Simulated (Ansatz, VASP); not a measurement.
Two plane-wave programs on Mo

```
Mo
1.0
     3.12943    0.00000    0.00000
     0.00000    3.12943    0.00000
     0.00000    0.00000   20.04335
Mo
4
Direct
  0.50000 0.50000 0.19957
  0.00000 0.00000 0.27763
  0.50000 0.50000 0.35800
  0.00000 0.00000 0.42624
```

Alike in both runs: task single point; functional PBEsol; k mesh 9 × 9 × 1; occupations gaussian, width 0.1 eV; no spin polarisation.

|  | VASP | Ansatz |
| --- | --- | --- |
| version | VASP 6.6.1 | Ansatz 0.2.0 |
| potentials or method | VASP PAW PBE potentials, release 64 (Mo_sv) | scalar-relativistic, plane waves, PAW |
| plane-wave cutoff (eV) | 520 | 420 |
| valence electrons in the cell | 56 | 56 |

|  | VASP | Ansatz | Ansatz less VASP |
| --- | --- | --- | --- |
| gap on the k mesh at the Fermi level (eV) | none | none | - |
| rms of the force components (eV/Å) | 0.695 | 0.698 | +0.0035 |
| work function, face that differs most (eV) | 3.93 | 3.93 | +0.002 |

Atom by atom the forces differ by 0.014 eV/Å (rms over components). A gap of «none» marks a metal or a gap that the smearing closes. Ansatz warned: «pseudo_functional_mismatch».

Caveats: the PAW data sets were made with another functional, which shifts forces and pressure a little (VASP).
